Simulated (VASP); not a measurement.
**ZnS in VASP: one cell, several levels of theory**

What does VASP give for zincblende ZnS, under +4.0 % strain along z alone, the cell held fixed? Runs: PBE, r2SCAN. The results are then set beside those of Ansatz 0.2.0 for the same cell.

The runs shown are made with VASP 6.6.1. PAW datasets, plane waves. Computed at 0 K without zero-point motion; spin polarisation is off.

**1. The system as given**

The cell comes from an earlier relaxation with r2SCAN in another program, then strained, with the atoms relaxed again.

It is tetragonal, I-4m2 (No. 119); a = 3.810 Å, c = 5.604 Å in the conventional setting, 20.34 Å³ an atom. Zn has 4 S at 2.36 Å; S has 4 Zn at 2.36 Å.

As a file:

Space group I-4m2 (No. 119). a = 3.810 Å, b = 3.810 Å, c = 5.604 Å, α = 90.00°, β = 90.00°, γ = 90.00°
| atom | site | symmetry | x | y | z |
| --- | --- | --- | --- | --- | --- |
| Zn | 2a | -4m2 | 0.0000 | 0.0000 | 0.0000 |
| S | 2d | -4m2 | 0.5000 | 0.0000 | 0.2500 |

**2. PBE**

The input, INCAR:

```
ENCUT = 520.000000
SIGMA = 0.020000
EDIFF = 1.00e-07
GGA = PE
PREC = Accurate
IBRION = -1
ISIF = 2
ISMEAR = -1
NBANDS = 16
NELM = 120
NSW = 0
LASPH = .TRUE.
LCHARG = .FALSE.
LWAVE = .FALSE.
LREAL = .FALSE.
```

The input, KPOINTS:

```
KPOINTS created by Atomic Simulation Environment
0
Gamma
8 8 8
0 0 0
```

The input, KPOINTS_OPT:

```
special points
6
Reciprocal
0.0000000000 0.0000000000 0.0000000000 1
-0.5000000000 -0.5000000000 0.0000000000 1
-0.3750000000 -0.3750000000 0.2500000000 1
-0.3750000000 0.0000000000 0.3750000000 1
0.0000000000 0.0000000000 0.5000000000 1
-0.5000000000 -0.2500000000 0.2500000000 1
```

The input, POSCAR:

```
Zn S
 1.0000000000000000
     0.0000000000000000    2.6940858314999998    2.8018492648000000
     2.6940858314999998    0.0000000000000000    2.8018492648000000
     2.6940858314999998    2.6940858314999998    0.0000000000000000
 Zn  S
   1   1
Cartesian
  0.0000000000000000  0.0000000000000000  0.0000000000000000
  1.3470429157499999  1.3470429157499999  1.4009246323999998
```

Potentials: the recommended PBE PAW datasets, 18 valence electrons in the neutral cell.

Run with:

```
$ mpirun -np 1 vasp_std
```

**3. r2SCAN at this geometry**

The input, INCAR:

```
ENCUT = 520.000000
SIGMA = 0.010000
EDIFF = 1.00e-07
ALGO = Normal
METAGGA = R2SCAN
PREC = Accurate
IBRION = -1
ISIF = 2
ISMEAR = 0
NBANDS = 16
NELM = 120
NSW = 0
LASPH = .TRUE.
LCHARG = .FALSE.
LWAVE = .FALSE.
LREAL = .FALSE.
```

KPOINTS is that of step 2.

KPOINTS_OPT is that of step 2.

POSCAR is that of step 2.

Before running it: what results should come out? Wanted: for each run, gap; pressure; Ansatz: gap; Ansatz: pressure.

**Answer**, as computed:

```
 level  gap (eV)  pressure (GPa)  Ansatz: gap (eV)  Ansatz: pressure (GPa)
   PBE      1.93           -0.47              1.92                   -0.61
r2SCAN      2.48           -2.77              2.47                   -2.83
```

**Reading.** The gap runs from 1.93 eV (PBE) to 2.48 eV (r2SCAN). The pressure is highest with PBE (-0.5 GPa) and lowest with r2SCAN (-2.8 GPa), which orders the cells that they would relax to. The two programs agree on the gap within 0.02 eV, far less than the spread between functionals. Datasets and cutoffs are each program's own.
